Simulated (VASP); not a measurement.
# InSb (F-43m) in VASP: settings compared, part 2 of 2

VASP 6.6.1. The steps go on from the part before.

## 4. Relaxation of cell and atoms, PBE

This run uses another cell than the first one, of 36.86 Å³/atom, 1.064 times its volume.

INCAR reads:

```
SYSTEM = InSb
ALGO     = Normal         ! electronic algorithm
EDIFF    = 1E-7           ! SCF threshold, eV
EDIFFG   = -0.005         ! ionic threshold
ENCUT    = 300            ! plane-wave cutoff, eV
GGA      = PE             ! functional
IBRION   = 2              ! ionic algorithm
ISIF     = 3              ! what is computed and relaxed
ISMEAR   = 0              ! smearing method
LASPH    = .TRUE.         ! aspherical terms in the spheres
LCHARG   = .FALSE.        ! write CHGCAR
LREAL    = .FALSE.        ! projectors in reciprocal space
LWAVE    = .FALSE.        ! write WAVECAR
NELM     = 80             ! most SCF steps
NSW      = 90             ! ionic steps
PREC     = Accurate       ! precision mode
SIGMA    = 0.03           ! smearing width, eV
```

KPOINTS reads:

```
k-points
0
G
  5 5 5
  0 0 0
```

POSCAR reads:

```
InSb                                    
1.0
   -0.0000000000      3.3279265388      3.3279265388
    3.3279265388      0.0000000000      3.3279265388
    3.3279265388      3.3279265388      0.0000000000
  In              Sb            
     1     1
Direct
     0.0000000000000000    0.0000000000000000    0.0000000000000000
     0.2500000000000000    0.2500000000000000    0.2500000000000000
```

Potentials or basis: VASP PAW PBE potentials, release 64 (In, Sb).

Run with:

```console
$ cat potpaw_PBE.64/In/POTCAR potpaw_PBE.64/Sb/POTCAR > POTCAR
$ mpirun -np 1 vasp_std > vasp.out
```

OUTCAR:

```text
SYSTEM = InSb
   EDIFF = 1E-7
   EDIFFG = -0.005
   ENCUT = 300
   GGA = PE
   IBRION = 2
   ISIF = 3
   ISMEAR = 0
   LASPH = .TRUE.
   LREAL = .FALSE.
   NELM = 80
   NSW = 90
   PREC = Accurate

 ion  position               nearest neighbor table
   1  0.000  0.000  0.000-   2 2.88   2 2.88   2 2.88   2 2.88
   2  0.250  0.250  0.250-   1 2.88   1 2.88   1 2.88   1 2.88

  LATTYP: Found a face centered cubic cell.
 ALAT       =     6.6558530776

  Lattice vectors:

 A1 = (   0.0000000000,   3.3279265388,   3.3279265388)
 A2 = (   3.3279265388,   0.0000000000,   3.3279265388)
 A3 = (   3.3279265388,   3.3279265388,   0.0000000000)

Analysis of symmetry for initial positions (statically):
=====================================================================
 Subroutine PRICEL returns:
 Original cell was already a primitive cell.

 Routine SETGRP: Setting up the symmetry group for a
 face centered cubic supercell.

 Subroutine GETGRP returns: Found 24 space group operations
 (whereof 24 operations were pure point group operations)
 out of a pool of 48 trial point group operations.

The static configuration has the point symmetry T_d .

Analysis of symmetry for dynamics (positions and initial velocities):
=====================================================================
 Subroutine PRICEL returns:
 Original cell was already a primitive cell.

 Routine SETGRP: Setting up the symmetry group for a
 face centered cubic supercell.

 Subroutine GETGRP returns: Found 24 space group operations
 (whereof 24 operations were pure point group operations)
 out of a pool of 48 trial point group operations.

The dynamic configuration has the point symmetry T_d .

 Subroutine INISYM returns: Found 24 space group operations
 (whereof 24 operations are pure point group operations),
 and found     1 'primitive' translations

----------------------------------------------------------------------------------------

                                     Primitive cell

  volume of cell :      73.7142

  direct lattice vectors                    reciprocal lattice vectors
     0.000000000  3.327926539  3.327926539    -0.150243701  0.150243701  0.150243701
     3.327926539  0.000000000  3.327926539     0.150243701 -0.150243701  0.150243701
     3.327926539  3.327926539  0.000000000     0.150243701  0.150243701 -0.150243701

  length of vectors
     4.706398846  4.706398846  4.706398846     0.260229724  0.260229724  0.260229724

  position of ions in fractional coordinates (direct lattice)
     0.000000000  0.000000000  0.000000000
     0.250000000  0.250000000  0.250000000

  ion indices of the primitive-cell ions
   primitive index   ion index
                 1           1
                 2           2

----------------------------------------------------------------------------------------

 KPOINTS: k-points

Automatic generation of k-mesh.
 Grid dimensions read from file:
 generate k-points for:    5    5    5

 Generating k-lattice:

  Cartesian coordinates                     Fractional coordinates (reciprocal lattice)
    -0.030048740  0.030048740  0.030048740     0.200000000  0.000000000  0.000000000
     0.030048740 -0.030048740  0.030048740     0.000000000  0.200000000  0.000000000
     0.030048740  0.030048740 -0.030048740     0.000000000  0.000000000  0.200000000

  Length of vectors
     0.052045945  0.052045945  0.052045945

  Shift w.r.t. Gamma in fractional coordinates (k-lattice)
     0.000000000  0.000000000  0.000000000

 Subroutine IBZKPT returns following result:
 ===========================================

 Found     10 irreducible k-points:

 Following reciprocal coordinates:
            Coordinates               Weight
  0.000000  0.000000  0.000000      1.000000
  0.200000  0.000000  0.000000      8.000000
  0.400000  0.000000  0.000000      8.000000
  0.200000  0.200000  0.000000      6.000000
  0.400000  0.200000  0.000000     24.000000
 -0.400000  0.200000  0.000000     24.000000
 -0.200000  0.200000  0.000000     12.000000
  0.400000  0.400000  0.000000      6.000000
 -0.400000  0.400000  0.000000     12.000000
 -0.400000  0.400000  0.200000     24.000000
   k-points           NKPTS =     10   k-points in BZ     NKDIM =     10   number of bands    NBANDS=      8
   number of dos      NEDOS =    301   number of ions     NIONS =      2
   total plane-waves  NPLWV =  21952
   dimension x,y,z NGX =    28 NGY =   28 NGZ =   28
   dimension x,y,z NGXF=    56 NGYF=   56 NGZF=   56
   ions per type =               1   1
   NGX,Y,Z   is equivalent  to a cutoff of   9.89,  9.89,  9.89 a.u.
   NGXF,Y,Z  is equivalent  to a cutoff of  19.78, 19.78, 19.78 a.u.
 SYSTEM =  InSb
   PREC   = accura    normal or accurate (medium, high low for compatibility)
   ISTART =      0    job   : 0-new  1-cont  2-samecut
   ICHARG =      2    charge: 1-file 2-atom 10-const
   ISPIN  =      1    spin polarized calculation?
   LNONCOLLINEAR =      F non collinear calculations
   LSORBIT =      F    spin-orbit coupling
   LASPH  =      T    aspherical Exc in radial PAW
   ENCUT  =  300.0 eV  22.05 Ry    4.70 a.u.   6.65  6.65  6.65*2*pi/ulx,y,z
   NELM   =     80;   NELMIN=  2; NELMDL= -5     # of ELM steps
   EDIFF  = 0.1E-06   stopping-criterion for ELM
   LREAL  =      F    real-space projection
   EDIFFG = -.5E-02   stopping-criterion for IOM
   NSW    =     90    number of steps for IOM
   IBRION =      2    ionic relax: 0-MD 1-quasi-New 2-CG
   NFREE  =      1    steps in history (QN), initial steepest desc. (CG)
   ISIF   =      3    stress and relaxation
   ISYM   =      2    0-nonsym 1-usesym 2-fastsym
   POTIM  = 0.5000    time-step for ionic-motion
   TEBEG  =    0.0;   TEEND  =   0.0 temperature during run
   PSTRESS=    0.0 pullay stress
   NELECT =       8.0000    total number of electrons
   NUPDOWN=      -1.0000    fix difference up-down
   EMIN   =  10.00;   EMAX   =-10.00  energy-range for DOS
   EFERMI =   0.00;   METHOD = LEGACY
   ISMEAR =     0;   SIGMA  =   0.03  broadening in eV -4-tet -1-fermi 0-gaus
   EFERMI_NEDOS =   21; number of points for ismear=-14 and -15
   IALGO  =     38    algorithm
   IMIX   =      4    mixing-type and parameters
     AMIX     =   0.40;   BMIX     =  1.00
     AMIX_MAG =   1.60;   BMIX_MAG =  1.00
  volume/ion in A,a.u.               =      36.86       248.72
  Fermi-wavevector in a.u.,A,eV,Ry     =   0.780886  1.475661  8.296605  0.609783
  Thomas-Fermi vector in A             =   1.884290
   LORBIT       =      0    0 simple, 1 ext, 2 COOP (PROOUT), +10 PAW based schemes
   GGA     = PE    functional components
   LHFCALC =     F    Hartree Fock is set to
   AEXX    =    0.0000 exact exchange contribution
   IVDW    =     0    specifies the selected vdW correction
   LEPSILON=     F    determine dielectric tensor
   LRPA    =     F    only Hartree local field effects (RPA)
 conjugate gradient relaxation of ions
 non-spin polarized calculation
 Gauss-broadening in eV      SIGMA  =   0.03
  energy-cutoff  :      300.00
  volume of cell :       73.71
 maximum number of plane-waves:       893
   NGX = 13   NGY = 13   NGZ = 13

 number of electron       8.0000000 magnetization

 Free energy of the ion-electron system (eV)
  ---------------------------------------------------
  ext. energy  EPLUGINS =         0.00000000
  ---------------------------------------------------
  free energy    TOTEN  =        -6.88747089 eV

  energy without entropy =       -6.88710066  energy(sigma->0) =       -6.88728577

 E-fermi :   3.4165     XC(G=0):  -8.1614

 val. band max:        3.4073442617   @ k =   0.0000   0.0000   0.0000
 cond. band min:       3.8865685743   @ k =   0.4000   0.0000   0.0000
 fundamental gap:      0.4792243126
 Fermi energy:         3.4164811711

 k-point     1 :       0.0000    0.0000    0.0000
  band No.  band energies     occupation
      1      -6.8140      2.00000
      2       2.8024      2.00000
      3       3.4073      1.33334
      4       3.4073      1.33333
      5       3.4073      1.33333
      6       6.3843      0.00000
      7       6.3843      0.00000
      8       6.3843      0.00000
[... 89 lines left out ...]
 k-point    10 :      -0.4000    0.4000    0.2000
  band No.  band energies     occupation
      1      -5.3527      2.00000
      2      -1.8686      2.00000
      3       0.8153      2.00000
      4       1.4707      2.00000
      5       6.2144      0.00000
      6       6.7306      0.00000
      7       7.6080      0.00000
      8       9.6238      0.00000

------------------------ aborting loop because EDIFF is reached ----------------------------------------

  FORCE on cell =-STRESS in cart. coord.  units (eV):
  Direction    XX          YY          ZZ          XY          YZ          ZX
  --------------------------------------------------------------------------------------
  -------------------------------------------------------------------------------------
  Total        0.0060446      0.0060446      0.0060446      0.0000000      0.0000000      0.0000000
  in kB        0.1313794      0.1313794      0.1313794      0.0000000      0.0000000      0.0000000
  external PRESSURE =       0.1313794 kB  Pullay stress =       0.0000000 kB

 VOLUME and BASIS-vectors are now :
 -----------------------------------------------------------------------------
  energy-cutoff  :      300.00
  volume of cell :       73.71
      direct lattice vectors                 reciprocal lattice vectors
     0.000000000  3.327926539  3.327926539    -0.150243701  0.150243701  0.150243701
     3.327926539  0.000000000  3.327926539     0.150243701 -0.150243701  0.150243701
     3.327926539  3.327926539  0.000000000     0.150243701  0.150243701 -0.150243701

 POSITION                                       TOTAL-FORCE (eV/Angst)
 -----------------------------------------------------------------------------------
      0.00000      0.00000      0.00000         0.000000      0.000000      0.000000
      1.66396      1.66396      1.66396        -0.000000     -0.000000     -0.000000
 -----------------------------------------------------------------------------------
    total drift:                                0.000000      0.000000      0.000000

  FREE ENERGIE OF THE ION-ELECTRON SYSTEM (eV)
  ---------------------------------------------------
  free  energy   TOTEN  =        -6.8874708885 eV

  energy  without entropy=       -6.8871006589  energy(sigma->0) =       -6.88728577

 reached required accuracy - stopping structural energy minimisation
```

Run time: 4.9 s. Hardware: 1 thread of Intel Xeon Platinum 8488C (Sapphire Rapids), shared host; peak memory 0.15 GiB.

Results:

```
Free energy             : -6.8875 eV
Pressure after relaxing : 0.0 GPa
Band gap on the k mesh  : none (metal or under the smearing width)
```

Final structure:
```cif
data_structure
_symmetry_space_group_name_H-M 'P 1'
_symmetry_Int_Tables_number 1
_cell_length_a 4.7064
_cell_length_b 4.7064
_cell_length_c 4.7064
_cell_angle_alpha 60.000
_cell_angle_beta 60.000
_cell_angle_gamma 60.000
_cell_volume 73.71
loop_
_atom_site_label
_atom_site_type_symbol
_atom_site_fract_x
_atom_site_fract_y
_atom_site_fract_z
_atom_site_occupancy
In1 In 0.00000 0.00000 0.00000 1
Sb1 Sb 0.25000 0.25000 0.25000 1
```

Caveat: the relaxation stopped at its first step, so nothing moved; this crystal is a semiconductor, whose small gap the functional closes, so the metal is an error of the method. The run has no spin-orbit coupling, so splittings on Sb are missing.

## 5. Relaxation of cell and atoms, PBEsol

This run uses another cell than the first one, of 33.98 Å³/atom, 0.981 times its volume.

INCAR reads:

```
SYSTEM = InSb
  PREC = Accurate
  ENCUT = 600
  EDIFF = 1E-6
  ISMEAR = 0
  SIGMA = 0.03
  LREAL = .FALSE.
  LASPH = .TRUE.
  NELM = 80
  ALGO = Normal
  ISIF = 3
  LWAVE = .FALSE.
  LCHARG = .FALSE.
  GGA = PS
  IBRION = 2
  NSW = 90
  EDIFFG = -0.01
  KPAR = 4
```

KPOINTS reads:

```
regular mesh
0
G
  10 10 10
  0 0 0
```

POSCAR reads:

```
InSb
1.0
    0.0000000000      3.2391000000      3.2391000000
    3.2391000000      0.0000000000      3.2391000000
    3.2391000000      3.2391000000      0.0000000000
In Sb
1 1
Direct
    0.0000000000      0.0000000000      0.0000000000
    0.2500000000      0.2500000000      0.2500000000
```

Potentials or basis: VASP PAW PBE potentials, release 64 (In_d, Sb).

Run with:

```console
$ cat potpaw_PBE.64/In_d/POTCAR potpaw_PBE.64/Sb/POTCAR > POTCAR
$ mpirun -np 4 vasp_std > vasp.out
```

OUTCAR:

```text
SYSTEM = InSb
   PREC = Accurate
   ENCUT = 600
   EDIFF = 1E-6
   ISMEAR = 0
   LREAL = .FALSE.
   LASPH = .TRUE.
   NELM = 80
   ISIF = 3
   GGA = PS
   IBRION = 2
   NSW = 90
   EDIFFG = -0.01

 ion  position               nearest neighbor table
   1  0.000  0.000  0.000-   2 2.81   2 2.81   2 2.81   2 2.81
   2  0.250  0.250  0.250-   1 2.81   1 2.81   1 2.81   1 2.81

  LATTYP: Found a face centered cubic cell.
 ALAT       =     6.4782000000

  Lattice vectors:

 A1 = (   0.0000000000,   3.2391000000,   3.2391000000)
 A2 = (   3.2391000000,   0.0000000000,   3.2391000000)
 A3 = (   3.2391000000,   3.2391000000,   0.0000000000)

Analysis of symmetry for initial positions (statically):
=====================================================================
 Subroutine PRICEL returns:
 Original cell was already a primitive cell.

 Routine SETGRP: Setting up the symmetry group for a
 face centered cubic supercell.

 Subroutine GETGRP returns: Found 24 space group operations
 (whereof 24 operations were pure point group operations)
 out of a pool of 48 trial point group operations.

The static configuration has the point symmetry T_d .

Analysis of symmetry for dynamics (positions and initial velocities):
=====================================================================
 Subroutine PRICEL returns:
 Original cell was already a primitive cell.

 Routine SETGRP: Setting up the symmetry group for a
 face centered cubic supercell.

 Subroutine GETGRP returns: Found 24 space group operations
 (whereof 24 operations were pure point group operations)
 out of a pool of 48 trial point group operations.

The dynamic configuration has the point symmetry T_d .

 Subroutine INISYM returns: Found 24 space group operations
 (whereof 24 operations are pure point group operations),
 and found     1 'primitive' translations

----------------------------------------------------------------------------------------

                                     Primitive cell

[... 128 lines left out ...]
   NGX = 19   NGY = 19   NGZ = 19

--------------------------------------- Ionic step        1  -------------------------------------------

 number of electron      18.0000001 magnetization

 Free energy of the ion-electron system (eV)
  ---------------------------------------------------
  ext. energy  EPLUGINS =         0.00000000
  ---------------------------------------------------
  free energy    TOTEN  =        -7.69620008 eV

  energy without entropy =       -7.69615381  energy(sigma->0) =       -7.69617694

------------------------ aborting loop because EDIFF is reached ----------------------------------------

  FORCE on cell =-STRESS in cart. coord.  units (eV):
  Direction    XX          YY          ZZ          XY          YZ          ZX
  --------------------------------------------------------------------------------------
  -------------------------------------------------------------------------------------
  Total        0.3733145      0.3733145      0.3733145     -0.0000000     -0.0000000      0.0000000
  in kB        8.7999932      8.7999932      8.7999932     -0.0000000     -0.0000000      0.0000000
  external PRESSURE =       8.7999932 kB  Pullay stress =       0.0000000 kB
[... 23 lines left out ...]
--------------------------------------- Ionic step        2  -------------------------------------------

 number of electron      17.9999998 magnetization

 E-fermi :   4.6953     XC(G=0):  -8.7563

 val. band max:        4.6861368887   @ k =   0.0000   0.0000   0.0000
 cond. band min:       5.1124891717   @ k =   0.5000   0.0000   0.0000
 fundamental gap:      0.4263522830
 Fermi energy:         4.6952739594

 k-point     1 :       0.0000    0.0000    0.0000
  band No.  band energies     occupation
      1      -9.7992      2.00000
      2      -9.7992      2.00000
      3      -9.7992      2.00000
      4      -9.7199      2.00000
      5      -9.7199      2.00000
      6      -5.8970      2.00000
      7       4.2753      2.00000
      8       4.6861      1.33333
      9       4.6861      1.33333
     10       4.6861      1.33333
     11       7.6202      0.00000
     12       7.6202      0.00000
     13       7.6202      0.00000
[... 403 lines left out ...]
--------------------------------------- Ionic step        3  -------------------------------------------

 number of electron      17.9999999 magnetization

 Free energy of the ion-electron system (eV)
  ---------------------------------------------------
  ext. energy  EPLUGINS =         0.00000000
  ---------------------------------------------------
  free energy    TOTEN  =        -7.69983402 eV

  energy without entropy =       -7.69978774  energy(sigma->0) =       -7.69981088

 E-fermi :   4.7705     XC(G=0):  -8.7870

 val. band max:        4.7613194538   @ k =   0.0000   0.0000   0.0000
 cond. band min:       5.1999534450   @ k =   0.5000   0.0000   0.0000
 fundamental gap:      0.4386339912
 Fermi energy:         4.7704565287

 k-point     1 :       0.0000    0.0000    0.0000
  band No.  band energies     occupation
      1      -9.7386      2.00000
      2      -9.7386      2.00000
      3      -9.7386      2.00000
      4      -9.6574      2.00000
      5      -9.6574      2.00000
      6      -5.8669      2.00000
      7       4.3916      2.00000
      8       4.7613      1.33333
      9       4.7613      1.33333
     10       4.7613      1.33333
     11       7.6947      0.00000
     12       7.6947      0.00000
     13       7.6947      0.00000
[... 397 lines left out ...]
  FREE ENERGIE OF THE ION-ELECTRON SYSTEM (eV)
  ---------------------------------------------------
  free  energy   TOTEN  =        -7.6998340191 eV

  energy  without entropy=       -7.6997877405  energy(sigma->0) =       -7.69981088

 reached required accuracy - stopping structural energy minimisation
```

CONTCAR:

```text
InSb
   1.00000000000000
    -0.0000000000000000    3.2603245823815614    3.2603245823815614
     3.2603245823815614   -0.0000000000000000    3.2603245823815614
     3.2603245823815614    3.2603245823815614   -0.0000000000000000
  In              Sb
     1     1
Direct
     0.0000000000000000    0.0000000000000000    0.0000000000000000
     0.2500000000000000    0.2500000000000000    0.2500000000000000

  0.00000000E+00  0.00000000E+00  0.00000000E+00
  0.00000000E+00  0.00000000E+00  0.00000000E+00
```

Wall time 22 s (4 MPI ranks of AMD EPYC 9R45 (Zen 5), shared host); peak memory 0.25 GiB.

What came out:

| Property | Result |
| --- | --- |
| Free energy | -7.6998 eV |
| Relaxed volume | 34.66 Å³/atom |
| Relaxed cell | a = 4.611 Å, b = 4.611 Å, c = 4.611 Å, α = 60.00°, β = 60.00°, γ = 60.00° |
| Space group after relaxing (to 0.05 Å) | F-43m (No. 216) |
| Energy gained by relaxing | 1.8 meV/atom |
| Ionic steps | 3 |
| Pressure after relaxing | 0.0 GPa |
| Band gap on the k mesh | none (metal or under the smearing width) |

Step by step:
```tsv
step	energy change (eV)	largest force (eV/Å)	pressure (GPa)	volume (Å³)
1	0.0000	0.0000	0.88	67.97
2	-0.0031	0.0000	-0.31	69.82
3	-0.0036	0.0000	-0.01	69.31
```

Final structure:
```
CELL_PARAMETERS angstrom
0.00000 3.26032 3.26032
3.26032 0.00000 3.26032
3.26032 3.26032 0.00000
ATOMIC_POSITIONS crystal
In 0.00000 0.00000 0.00000
Sb 0.25000 0.25000 0.25000
```

Caveat: the PAW data sets were made with another functional, which shifts forces and pressure a little; this crystal is a semiconductor, whose small gap the functional closes, so the metal is an error of the method. Zero-point motion and thermal expansion aren't in these numbers.
